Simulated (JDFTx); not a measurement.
# Ho (Fm-3m) in JDFTx: equation of state

How stiff is Ho in PBE, and what volume does it want? The cell is scaled to several volumes.

Everything below comes from runs of JDFTx 1.7.0 (patched build). Logs are shortened: lines on timing, memory, paths and dates and some standing lists are left out, and cuts for length are marked. The log counts tension as positive stress, the text compression.

## 1. The structure

It takes space group Fm-3m (No. 225, cubic). The conventional cell has a = 4.988 Å, b = 4.988 Å, c = 4.988 Å, α = 90.00°, β = 90.00°, γ = 90.00°. Around Ho (site symmetry m-3m) lie 12 Ho at 3.53 Å.

This isn't the form of Ho at room conditions, which is hcp.

## 2. Equation of state, PBE, 29.17 Å³/atom (volume scaled by 0.94)

The input, Ho.in:

```
lattice \
    0.0000000000     4.6172209263     4.6172209263 \
    4.6172209263     0.0000000000     4.6172209263 \
    4.6172209263     4.6172209263     0.0000000000
coords-type Lattice
ion Ho     0.0000000000     0.0000000000     0.0000000000 1

ion-species pseudo/Ho.upf
elec-cutoff 25
elec-ex-corr gga-PBE
kpoint-folding 9 9 9
elec-smearing Fermi 0.0018374661
elec-n-bands 11
electronic-SCF nIterations 100 energyDiffThreshold 1e-09
electronic-minimize nIterations 30 energyDiffThreshold 1e-7
forces-output-coords Cartesian

dump-name run.$VAR
dump End Ecomponents EigStats BandEigs Kpoints Forces Stress
```

Potentials or basis: PseudoDojo-SR-PBE-0.4 3+ lanthanide files with smoothed tails.

On the command line:

```
jdftx -c 1 -i Ho.in -o Ho.out
```

Output:

```text
*************** JDFTx 1.7.0 (patched build) ***************

Input parsed successfully to the following command list (including defaults):
[... the input with its defaults ...]

---------- Setting up symmetries ----------

Found 48 point-group symmetries of the bravais lattice
Found 48 space-group symmetries with basis
Applied RMS atom displacement 0 bohrs to make symmetries exact.

---------- Initializing the Grid ----------
R =
[            0      4.61722      4.61722  ]
[      4.61722            0      4.61722  ]
[      4.61722      4.61722            0  ]
unit cell volume = 196.867
G =
[  -0.680408   0.680408   0.680408  ]
[   0.680408  -0.680408   0.680408  ]
[   0.680408   0.680408  -0.680408  ]
Minimum fftbox size, Smin = [  32  32  32  ]
Chosen fftbox size, S = [  32  32  32  ]

---------- Exchange Correlation functional ----------
Initalized PBE GGA exchange.
Initalized PBE GGA correlation.

---------- Setting up pseudopotentials ----------
Width of ionic core gaussian charges (only for fluid interactions / plotting) set to 0

Reading pseudopotential file 'pseudo/Ho.upf':
  'Ho' pseudopotential, 'PBE' functional
  Generated using ONCVPSP code by D. R. Hamann
  11 valence electrons, 4 orbitals, 7 projectors, 1001 radial grid points, with lMax = 3
    5S    l: 0   occupation:  2.0   eigenvalue: -1.999511
    5P    l: 1   occupation:  6.0   eigenvalue: -1.070661
    5D    l: 2   occupation:  1.0   eigenvalue: -0.080819
    6S    l: 0   occupation:  2.0   eigenvalue: -0.159411
  Core radius for overlap checks: 2.48 bohrs.

Initialized 1 species with 1 total atoms.

Folded 1 k-points by 9x9x9 to 729 k-points.

---------- Setting up k-points, bands, fillings ----------
Reduced to 35 k-points under symmetry.
Computing the number of bands and number of electrons
Calculating initial fillings.
nElectrons:  11.000000   nBands: 11   nStates: 35

----- Setting up reduced wavefunction bases (one per k-point) -----
average nbasis = 1176.001 , ideal nbasis = 1175.374

---------- Setting up ewald sum ----------
Optimum gaussian width for ewald sums = 2.353872 bohr.
Real space sum over 2197 unit cells with max indices [  6  6  6  ]
Reciprocal space sum over 2197 terms with max indices [  6  6  6  ]

---------- Allocating electronic variables ----------
Initializing wave functions:  linear combination of atomic orbitals
Note: number of bands (11) exceeds available atomic orbitals (10)
Ho pseudo-atom occupations:   s ( 2 2 )  p ( 6 )  d ( 1 )
	FillingsUpdate:  mu: +0.420415852  nElectrons: 11.000000
LCAOMinimize: Iter:   0  F: -39.4890502045250997  |grad|_K:  2.730e-05  alpha:  1.000e+00
	FillingsUpdate:  mu: +0.420376262  nElectrons: 11.000000
LCAOMinimize: Iter:   1  F: -39.4890517232879432  |grad|_K:  1.607e-06  alpha:  9.620e-01  linmin:  1.243e-05  cgtest:  2.422e-03
	FillingsUpdate:  mu: +0.420378809  nElectrons: 11.000000
LCAOMinimize: Iter:   2  F: -39.4890517283246538  |grad|_K:  1.928e-08  alpha:  9.205e-01  linmin: -1.426e-03  cgtest:  3.964e-03
LCAOMinimize: 	Predicted alpha/alphaT>3.000000, increasing alphaT to 2.761520e+00.
	FillingsUpdate:  mu: +0.420378806  nElectrons: 11.000000
LCAOMinimize: Iter:   3  F: -39.4890517283273255  |grad|_K:  1.041e-09  alpha:  1.036e+00  linmin:  9.797e-02  cgtest: -9.019e-01
LCAOMinimize: Converged (|Delta F|<1.000000e-06 for 2 iters).

-------- Electronic minimization -----------
Will mix electronic density at each iteration.
	FillingsUpdate:  mu: +0.420378806  nElectrons: 11.000000
	FillingsUpdate:  mu: +0.411166137  nElectrons: 11.000000
SCF: Cycle:  0   F: -39.500205579885957   dF: -1.115e-02   |Residual|: 2.084e-02   |deigs|: 5.527e-02
	FillingsUpdate:  mu: +0.409692366  nElectrons: 11.000000
SCF: Cycle:  1   F: -39.500545278122686   dF: -3.397e-04   |Residual|: 1.122e-02   |deigs|: 5.691e-03
	FillingsUpdate:  mu: +0.408184950  nElectrons: 11.000000
SCF: Cycle:  2   F: -39.500656158392644   dF: -1.109e-04   |Residual|: 2.773e-03   |deigs|: 5.105e-03
	FillingsUpdate:  mu: +0.408282075  nElectrons: 11.000000
SCF: Cycle:  3   F: -39.500656086122383   dF: +7.227e-08   |Residual|: 8.976e-04   |deigs|: 6.825e-04
	FillingsUpdate:  mu: +0.408177108  nElectrons: 11.000000
SCF: Cycle:  4   F: -39.500656899720347   dF: -8.136e-07   |Residual|: 1.743e-04   |deigs|: 3.682e-04
	FillingsUpdate:  mu: +0.408157009  nElectrons: 11.000000
SCF: Cycle:  5   F: -39.500656912053238   dF: -1.233e-08   |Residual|: 1.127e-04   |deigs|: 9.036e-05
	FillingsUpdate:  mu: +0.408165278  nElectrons: 11.000000
SCF: Cycle:  6   F: -39.500656920874874   dF: -8.822e-09   |Residual|: 1.383e-05   |deigs|: 3.876e-05
	FillingsUpdate:  mu: +0.408165275  nElectrons: 11.000000
SCF: Cycle:  7   F: -39.500656921094233   dF: -2.194e-10   |Residual|: 1.178e-05   |deigs|: 1.574e-06
	FillingsUpdate:  mu: +0.408165492  nElectrons: 11.000000
SCF: Cycle:  8   F: -39.500656921120338   dF: -2.611e-11   |Residual|: 1.037e-05   |deigs|: 1.678e-06
SCF: Converged (|Delta E|<1.000000e-09 for 2 iters).

Setting wave functions to eigenvectors of Hamiltonian

# Stress tensor in Cartesian coordinates [Eh/a0^3]:
[ -7.40548e-05            0            0  ]
[            0 -7.40548e-05            0  ]
[            0            0 -7.40548e-05  ]

# Ionic positions in lattice coordinates:
ion Ho   0.000000000000000   0.000000000000000   0.000000000000000 1

# Forces in Cartesian coordinates:
force Ho   0.000000000000000  -0.000000000000000   0.000000000000000 1

# Energy components:
   Eewald =      -30.0379990378939397
       EH =        5.9768803593260742
     Eloc =      -20.4199755496235262
      Enl =        0.5269833646837054
      Exc =      -11.0924528799028064
 Exc_core =        4.6484368681425421
       KE =       10.8979516642916696
-------------------------------------
     Etot =      -39.5001752109762876
       TS =        0.0004817101440543
-------------------------------------
        F =      -39.5006569211203384

IonicMinimize: Iter:   0  F: -39.500656921120338  |grad|_K:  0.000e+00
IonicMinimize: Converged (|grad|_K<1.000000e-04).

#--- Lowdin population analysis ---
# oxidation-state Ho +0.028

Dumping 'run.eigStats' ...
	eMin: -1.394718 at state 0 ( [ +0.000000 +0.000000 +0.000000 ] spin 0 )
	HOMO: +0.402916 at state 14 ( [ +0.000000 +0.222222 +0.333333 ] spin 0 )
	mu  : +0.408165
	LUMO: +0.408748 at state 27 ( [ +0.111111 +0.222222 -0.444444 ] spin 0 )
	eMax: +0.881240 at state 13 ( [ +0.000000 +0.222222 +0.222222 ] spin 0 )
	HOMO-LUMO gap: +0.005831
	Optical gap  : +0.036426 at state 34 ( [ +0.222222 +0.444444 -0.333333 ] spin 0 )
Done!
[note: the HOMO, LUMO and gaps printed at the end count levels as full or empty at half filling, so they show a gap where a level is partly filled]
```

Wall time 9.9 s (1 thread of Arm Neoverse V2, shared host); peak memory 0.06 GiB.

What came out:

```yaml
Free_energy: -1074.8676 eV
Pressure: 2.2 GPa
Band_gap_on_the_k_mesh: none (metal or under the smearing width)
```

Caveat: the 4f electrons are frozen in the core as for a trivalent ion, so they carry no moment and show no levels.

## 3. Equation of state, PBE, 29.79 Å³/atom (volume scaled by 0.96)

Ho.in, as its differences from that of step 2:

```diff
@@ -1,5 +1,5 @@
 lattice \
-    0.0000000000     4.6172209263     4.6172209263 \
-    4.6172209263     0.0000000000     4.6172209263 \
-    4.6172209263     4.6172209263     0.0000000000
+    0.0000000000     4.6497376380     4.6497376380 \
+    4.6497376380     0.0000000000     4.6497376380 \
+    4.6497376380     4.6497376380     0.0000000000
 coords-type Lattice
```

Potentials or basis: PseudoDojo-SR-PBE-0.4 3+ lanthanide files with smoothed tails.

On the command line:

```
jdftx -c 1 -i Ho.in -o Ho.out
```

It took 12 s on 1 thread of Arm Neoverse V2, shared host; peak memory 0.06 GiB.

The run converged. Its results:

```yaml
Free_energy: -1074.8741 eV
Pressure: 1.2 GPa
Band_gap_on_the_k_mesh: none (metal or under the smearing width)
```

Caveat: the 4f electrons are frozen in the core as for a trivalent ion, so they carry no moment and show no levels.

## 4. Equation of state, PBE, 30.41 Å³/atom (volume scaled by 0.98)

Ho.in, as its differences from that of step 3:

```diff
@@ -1,5 +1,5 @@
 lattice \
-    0.0000000000     4.6497376380     4.6497376380 \
-    4.6497376380     0.0000000000     4.6497376380 \
-    4.6497376380     4.6497376380     0.0000000000
+    0.0000000000     4.6818058075     4.6818058075 \
+    4.6818058075     0.0000000000     4.6818058075 \
+    4.6818058075     4.6818058075     0.0000000000
 coords-type Lattice
```

On the command line:

```
jdftx -c 1 -i Ho.in -o Ho.out
```

Run time: 10 s. Hardware: 1 thread of Arm Neoverse V2, shared host; peak memory 0.06 GiB.

It converged, with:

| Property | Result |
| --- | --- |
| Free energy | -1074.8770 eV |
| Pressure | 0.3 GPa |
| Band gap on the k mesh | none (metal or under the smearing width) |

Caveat: the 4f electrons are frozen in the core as for a trivalent ion, so they carry no moment and show no levels.

## 5. Equation of state, PBE, 31.03 Å³/atom

Ho.in, as its differences from that of step 4:

```diff
@@ -1,5 +1,5 @@
 lattice \
-    0.0000000000     4.6818058075     4.6818058075 \
-    4.6818058075     0.0000000000     4.6818058075 \
-    4.6818058075     4.6818058075     0.0000000000
+    0.0000000000     4.7134405901     4.7134405901 \
+    4.7134405901     0.0000000000     4.7134405901 \
+    4.7134405901     4.7134405901     0.0000000000
 coords-type Lattice
```

On the command line:

```
jdftx -c 1 -i Ho.in -o Ho.out
```

It took 10 s on 1 thread of Arm Neoverse V2, shared host; peak memory 0.06 GiB.

It converged, with:

- Free energy: -1074.8764 eV
- Pressure: -0.6 GPa
- Band gap on the k mesh: none (metal or under the smearing width)

Caveat: the 4f electrons are frozen in the core as for a trivalent ion, so they carry no moment and show no levels.

## 6. Equation of state, PBE, 31.66 Å³/atom (volume scaled by 1.02)

Ho.in, as its differences from that of step 5:

```diff
@@ -1,5 +1,5 @@
 lattice \
-    0.0000000000     4.7134405901     4.7134405901 \
-    4.7134405901     0.0000000000     4.7134405901 \
-    4.7134405901     4.7134405901     0.0000000000
+    0.0000000000     4.7446563381     4.7446563381 \
+    4.7446563381     0.0000000000     4.7446563381 \
+    4.7446563381     4.7446563381     0.0000000000
 coords-type Lattice
```

Potentials or basis: PseudoDojo-SR-PBE-0.4 3+ lanthanide files with smoothed tails.

On the command line:

```
jdftx -c 1 -i Ho.in -o Ho.out
```

Wall time 10 s (1 thread of Arm Neoverse V2, shared host); peak memory 0.06 GiB.

It converged, with:

```yaml
Free_energy: -1074.8727 eV
Pressure: -1.3 GPa
Band_gap_on_the_k_mesh: none (metal or under the smearing width)
```

Caveat: the 4f electrons are frozen in the core as for a trivalent ion, so they carry no moment and show no levels.

## 7. Equation of state, PBE, 32.28 Å³/atom (volume scaled by 1.04)

Ho.in, as its differences from that of step 6:

```diff
@@ -1,5 +1,5 @@
 lattice \
-    0.0000000000     4.7446563381     4.7446563381 \
-    4.7446563381     0.0000000000     4.7446563381 \
-    4.7446563381     4.7446563381     0.0000000000
+    0.0000000000     4.7754666581     4.7754666581 \
+    4.7754666581     0.0000000000     4.7754666581 \
+    4.7754666581     4.7754666581     0.0000000000
 coords-type Lattice
```

On the command line:

```
jdftx -c 1 -i Ho.in -o Ho.out
```

It took 13 s on 1 thread of Arm Neoverse V2, shared host; peak memory 0.06 GiB.

The run converged. Its results:

```yaml
Free_energy: -1074.8663 eV
Pressure: -2.0 GPa
Band_gap_on_the_k_mesh: none (metal or under the smearing width)
```

Caveat: the 4f electrons are frozen in the core as for a trivalent ion, so they carry no moment and show no levels.

## 8. Equation of state, PBE, 32.90 Å³/atom (volume scaled by 1.06)

Ho.in, as its differences from that of step 7:

```diff
@@ -1,5 +1,5 @@
 lattice \
-    0.0000000000     4.7754666581     4.7754666581 \
-    4.7754666581     0.0000000000     4.7754666581 \
-    4.7754666581     4.7754666581     0.0000000000
+    0.0000000000     4.8058844633     4.8058844633 \
+    4.8058844633     0.0000000000     4.8058844633 \
+    4.8058844633     4.8058844633     0.0000000000
 coords-type Lattice
```

On the command line:

```
jdftx -c 1 -i Ho.in -o Ho.out
```

It took 11 s on 1 thread of Arm Neoverse V2, shared host; peak memory 0.06 GiB.

The run converged. Its results:

| Item | Value |
| --- | --- |
| Free energy | -1074.8572 eV |
| Pressure | -2.7 GPa |
| Band gap on the k mesh | none (metal or under the smearing width) |

Caveat: the 4f electrons are frozen in the core as for a trivalent ion, so they carry no moment and show no levels.

## 9. Equation of state, PBE

Potentials or basis: PseudoDojo-SR-PBE-0.4 3+ lanthanide files with smoothed tails.

This step only gathers the single runs of the series.

Results:

| Property | Result |
| --- | --- |
| Equilibrium volume | 30.61 Å³/atom |
| Bulk modulus | 42 GPa |
| Pressure derivative of the bulk modulus | 3.5 |

Energy against volume, from the lowest point:
```
volume (Å³/atom)  energy (meV/atom)
          29.173               9.32
          29.793               2.81
          30.414               0.00
          31.035               0.57
          31.655               4.23
          32.276              10.68
          32.897              19.71
```

Caveat: the 4f electrons are frozen in the core as for a trivalent ion, so they carry no moment and show no levels. Spin polarisation is off, so any magnetic state and its effect on volume and gap are missing.
